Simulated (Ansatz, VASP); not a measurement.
# CoO: VASP beside Ansatz

Contents of INCAR:

```
PREC = Accurate
ENCUT = 520
EDIFF = 1E-6
ISMEAR = -1
SIGMA = 0.05
LREAL = False
LASPH = True
NELM = 150
ALGO = Normal
ISIF = 2
LWAVE = False
LCHARG = False
ISPIN = 2
MAGMOM = 2 0
LORBIT = 11
LMAXMIX = 4
GGA = PE
NBANDS = 18
```

KPOINTS

```
regular mesh
0
Gamma
  10 10 10
```

POSCAR

```
CoO
1.0
    0.0000000000      2.3119671215      2.3119671215
    2.3119671215      0.0000000000      2.3119671215
    2.3119671215      2.3119671215      0.0000000000
Co O
1 1
Direct
    0.0000000000      0.0000000000      0.0000000000
    0.2500000000      0.2500000000      0.2500000000
```

The input input.yaml:

```yaml
crystal:
  lattice:
    - [0.0, 2.3119671215, 2.3119671215]
    - [2.3119671215, 0.0, 2.3119671215]
    - [2.3119671215, 2.3119671215, 0.0]
  atoms:
    - { symbol: Co, position: [0.0, 0.0, 0.0], spin: 2.0 }
    - { symbol: O, position: [0.25, 0.25, 0.25] }
hamiltonian:
  xc: pbe
  pseudopotentials: { kind: paw }
magnetization:
  spin_polarized: true
kpoints:
  mp_grid: { grid: [10, 10, 10] }
scf:
  occupations: { method: fermi_dirac, width: 0.05 }
output:
  forces: true
  stress: true
  eigenvalues: true
```

Measurements of this composition are mostly on another form, of space group No. 225.

Alike in both runs: task single point; functional PBE; k mesh 10 × 10 × 10; occupations fermi-dirac, width 0.05 eV; collinear spin.

|  | VASP | Ansatz |
| --- | --- | --- |
| version | VASP 6.6.1 | Ansatz 0.2.0 |
| potentials or method | VASP PAW PBE potentials, release 64 (Co, O) | Ansatz PAW |
| plane-wave cutoff (eV) | 520 | 420 |
| valence electrons in the cell | 15 | 23 |

```csv
,VASP,Ansatz,Ansatz less VASP
gap on the k mesh at the Fermi level (eV),none,none,-
pressure (GPa),-8.8,-8.8,+0.06
net moment per atom (μB),1.47,1.47,+0.006
size of the moment on the site where the two differ most (μB),2.51,2.38,-0.134
```

Site moments also hang on the region over which each program counts them. A gap of «none» marks a metal or a gap that the smearing closes. The two sets of potentials don't hold the same shells in valence.

Caveats: a cell with one magnetic atom can't hold antiferromagnetic order, which such compounds often take; semilocal functionals often make such compounds metallic where correlation or magnetic order opens a gap, which also shifts bond lengths; the pressure holds a Pulay correction of +0.6 GPa for the finite cutoff (Ansatz).
